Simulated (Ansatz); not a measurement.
**BN: a line through an energy map**

How does the energy of BN (R3m, No. 160; 2 atoms in the cell) vary with amplitude of mode 4 (733 cm⁻¹), at equal normal strain along x and y = 2.67 %?

Computed with Ansatz 0.2.0 (DFT LDA+D3(BJ), scalar-relativistic, plane waves, PAW, unless a step's input says otherwise).

39 further runs of the same task are left out: 39 set aside as unsound or not needed.

### Step 1. The system as given

Symmetry: R3m, No. 160, trigonal system. Conventional cell: a = 2.482 Å, b = 2.482 Å, c = 8.944 Å, α = 90.00°, β = 90.00°, γ = 120.00°. B (site symmetry 3m) has 3 N at 1.43 Å as nearest neighbours. N (site symmetry 3m) has 3 B at 1.43 Å as nearest neighbours.

Coordinates:

```
CELL_PARAMETERS angstrom
1.24091 0.71644 2.98143
-1.24091 0.71644 2.98143
0.00000 -1.43288 2.98143
ATOMIC_POSITIONS crystal
B 0.00004 0.00004 0.00004
N 0.33240 0.33240 0.33240
```

It goes back to an entry of the Materials Project, which need not be the stable form.

This cell was relaxed beforehand with the same method: volume 7.95 Å³/atom, gap on the mesh 3.78 eV.

### Step 2. The scan

The energy is mapped over a normal mode and a strain (zone-centre modes of the cell shown).

First coordinate, amplitude of mode 4 (733 cm⁻¹), largest displacement in the unstrained cell: 11 values from −0.126 Å. Second coordinate, equal normal strain along x and y: 7 values from −4.00 %.

Nothing else is relaxed (the pattern is fixed in fractional coordinates). Energies count from the relaxed high-symmetry cell. Points are written as (first, second).

The modes come from a phonon run on the reference cell, made beforehand.

The patterns, per unit of each coordinate (Å):

```
atom     x1     y1      z1
  B1  0.000  0.000   1.000
  N2  0.000  0.000  -0.772
```

### Step 3. Grid point (−0.126 Å, 2.67 %)

input.yaml reads:

```yaml
crystal:
  lattice:
    - [1.274044737, 0.7355700718, 2.9814331897]
    - [-1.274044737, 0.7355700718, 2.9814331897]
    - [0.0, -1.4711401437, 2.9814331897]
  atoms:
    - { symbol: B, position: [-0.0140502735, -0.0140502735, -0.0140502735] }
    - { symbol: "N", position: [0.3432679719, 0.3432679719, 0.3432679719] }
basis:
  ecutwfc: 520.0
kpoints:
  mp_grid: { grid: [12, 12, 12] }
hamiltonian:
  xc: lda
  pseudopotentials: { kind: paw, azcp: { folder: soft_1 } }
  dispersion: d3bj
scf:
  occupations: { method: gaussian, width: 0.05 }
output:
  forces: true
  stress: true
  eigenvalues: true
```

On the command line:

```console
> ansatz run input.yaml --threads 1 --pin off --max-ram 2048MiB --backend cpu --events-out ev --progress --plain --runs-dir out
```

Further runs follow: the other points of the line.

What does the calculation give? Wanted: for each run, amplitude of mode 4; energy; slope; pressure; largest force on an atom.

As calculated:

| amplitude of mode 4 (733 cm⁻¹), largest displacement in the unstrained cell (Å) | step | energy (meV) | slope (meV per Å) | pressure (GPa) | band gap on the k-mesh (eV) | largest force on an atom (eV/Å) |
| --- | --- | --- | --- | --- | --- | --- |
| −0.126 | 3 | 400 | −5038 | −22.31 | 3.05 | 2.84 |
| −0.101 | 4 | 286 | −4024 | −21.29 | 3.18 | 2.27 |
| −0.076 | 5 | 197 | −3014 | −20.49 | 3.31 | 1.70 |
| −0.050 | 6 | 134 | −2010 | −19.94 | 3.42 | 1.14 |
| −0.025 | 7 | 96 | −1014 | −19.64 | 3.53 | 0.57 |
| 0.000 | 8 | 83 | −27 | −19.61 | 3.63 | 0.01 |
| 0.025 | – | 95 | 949 | −19.85 | 3.71 | 0.54 |
| 0.050 | – | 131 | 1910 | −20.36 | 3.78 | 1.08 |
| 0.076 | 9 | 191 | 2855 | −21.14 | 3.84 | 1.61 |
| 0.101 | 10 | 274 | 3781 | −22.19 | 3.89 | 2.13 |
| 0.126 | 11 | 381 | 4682 | −23.48 | 3.93 | 2.64 |

Energies count from the relaxed high-symmetry cell. Rows without a step come from runs not printed here or follow by symmetry. Slopes come from the forces (and the stress, where the cell changes), not from differences of energies.

The lowest point of the line is at 0.000 Å, 83 meV from the zero. A fit to energies and slopes at the lowest point and its two neighbours puts the minimum at 0.0006 Å, with a curvature of about 39000 meV per Å². The highest point computed, at −0.126 Å, lies 317 meV above the lowest. This is one cut through a surface in two coordinates; the map's lowest point lies off it.

The gaps are Kohn-Sham values of a semilocal functional, not quasiparticle or optical gaps. Such gaps usually fall short of the measured ones.
